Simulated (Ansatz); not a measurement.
All numbers below come from Ansatz 0.2.0, DFT PBE, scalar-relativistic, plane waves, PAW. All cells share a 420 eV cutoff and Γ-centred k meshes spaced at most about 0.3 Å⁻¹ (about 0.25 or finer for metals, 2π included). No spin polarisation in the final relaxations.

Temperature and zero-point effects are left out.

Two forms of SiC were relaxed alike.

1.

```xyz
2
Lattice="3.0968 0.0000 0.0000 -1.5484 2.6819 0.0000 0.0000 0.0000 5.5846" Properties=species:S:1:pos:R:3 pbc="T T T"
Si    1.5484    0.8940    0.0000
C     0.0000    1.7879    0.0000
```

2.

```xyz
2
Lattice="0.0000 2.0285 2.0285 2.0285 0.0000 2.0285 2.0285 2.0285 0.0000" Properties=species:S:1:pos:R:3 pbc="T T T"
Si    0.0000    0.0000    0.0000
C     2.0285    2.0285    2.0285
```

Problem. Which form is favoured at zero pressure, and by what margin per atom?

Solution. Cell 1 is lower, by 235 meV/atom. Cell 1 has space group P-6m2 (No. 187), 23.2 Å³/atom and a gap of 2.36 eV on its mesh; cell 2 has the rock salt type, space group Fm-3m (No. 225), 8.3 Å³/atom and no gap. Counting C atoms around Si (those within 1.25 times the shortest such distance or 1.15 times the sum of covalent radii), cell 1 has Si 3 and cell 2 has Si 6. Even the lower one lies +0.30 eV/atom against the reference forms of the elements (uncorrected), so neither is stable at this level. In cell 1, around Si lie 3 C at 1.79 Å; C has 3 Si at 1.79 Å. In cell 2, Si has 6 C at 2.03 Å; C has 6 Si at 2.03 Å. Both come from invented guesses. The part of the Crystallography Open Database at hand lists SiC in space groups No. 36, 156, 160, 186, 216; no cell shown has one of them.

No dispersion correction is applied, so the spacing and binding between layers, chains or molecules are poorly described (P-6m2), and this can change margins and order among such cells. Kohn–Sham gaps at this level usually fall short of measured ones. Cells relaxed within their symmetry can be saddle points.

The planar form wins because three short, polar σ bonds per atom, supplemented by π bonding, suit four valence electrons per atom better than six longer contacts in rock salt. There the electrons are spread over too many neighbours for localised two-centre bonds, consistent with the closed gap. In the sheet, the electronegativity difference places the filled π states mainly on C and the empty ones mainly on Si, which opens the gap.

Neither arrangement gives silicon its preferred sp³ bonding, and Si–C π overlap is weak. This probably explains why even the better cell lies above the elements, whereas the familiar tetrahedral polytypes of SiC are bound compounds. The positive energy therefore reflects the structures chosen, not an instability of SiC itself.

The preference for the sheet is also specific to zero pressure: rock salt is far denser, so compression favours it, in keeping with its known role as a high-pressure form. A transition pressure from these two cells alone would not describe real SiC, which starts from a tetrahedral phase.
